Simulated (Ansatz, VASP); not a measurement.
## ScAl2 in VASP and in Ansatz

```
Sc Al
1.0
     0.00000    3.77765    3.77765
     3.77765    0.00000    3.77765
     3.77765    3.77765    0.00000
Sc Al
2 4
Direct
  0.50000 0.50000 0.50000
  0.75000 0.75000 0.75000
  0.12500 0.12500 0.12500
  0.62500 0.12500 0.12500
  0.12500 0.62500 0.12500
  0.12500 0.12500 0.62500
```

The cell comes from a database or a generator and needn't be the stable form of this composition.

Alike in both runs: task single point; functional LDA; k mesh 5 × 5 × 5; no spin polarisation.

|  | VASP | Ansatz |
| --- | --- | --- |
| version | VASP 6.6.1 | Ansatz 0.2.0 |
| potentials or method | VASP PAW LDA potentials, release 64 (Sc_sv, Al) | plane waves, PAW |
| plane-wave cutoff (eV) | 520 | 653 |
| occupations | methfessel-paxton of order 1, width 0.1 eV | methfessel-paxton of order 1 |
| valence electrons in the cell | 34 | 34 |

```csv
,VASP,Ansatz,Ansatz less VASP
pressure (GPa),-3.6,-3.8,-0.15
```

Ansatz warned: «stress_scf_threshold_loose».
